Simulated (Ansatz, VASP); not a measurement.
## FeO: VASP beside Ansatz

```xyz
2
Lattice="2.6298 0.0000 0.0000 0.0000 2.6298 0.0000 0.0000 0.0000 2.6298" Properties=species:S:1:pos:R:3 pbc="T T T"
Fe    0.0000    0.0000    0.0000
O     1.3149    1.3149    1.3149
```

The cell comes from a database or a generator and needn't be the stable form of this composition.

Alike in both runs: task single point; functional PBE; k mesh 10 × 10 × 10; occupations fermi-dirac, width 0.05 eV; collinear spin.

|  | VASP | Ansatz |
| --- | --- | --- |
| version | VASP 6.6.1 | Ansatz 0.2.0 |
| potentials or method | VASP PAW PBE potentials, release 64 (Fe, O) | Ansatz PAW |
| plane-wave cutoff (eV) | 520 | 420 |
| valence electrons in the cell | 14 | 22 |

```tsv
	VASP	Ansatz	Ansatz less VASP
gap on the k mesh at the Fermi level (eV)	none	none	-
pressure (GPa)	4.7	4.8	+0.11
net moment per atom (μB)	2.00	2.00	+0.001
size of the moment on the site where the two differ most (μB)	3.53	3.45	-0.086
```

Site moments also hang on the region over which each program counts them. A gap of «none» marks a metal or a gap that the smearing closes. The two sets of potentials don't hold the same shells in valence.

Caveats: a cell with one magnetic atom can't hold antiferromagnetic order, which such compounds often take; semilocal functionals often make such compounds metallic where correlation or magnetic order opens a gap, which also shifts bond lengths; the pressure holds a Pulay correction of +0.7 GPa for the finite cutoff (Ansatz).
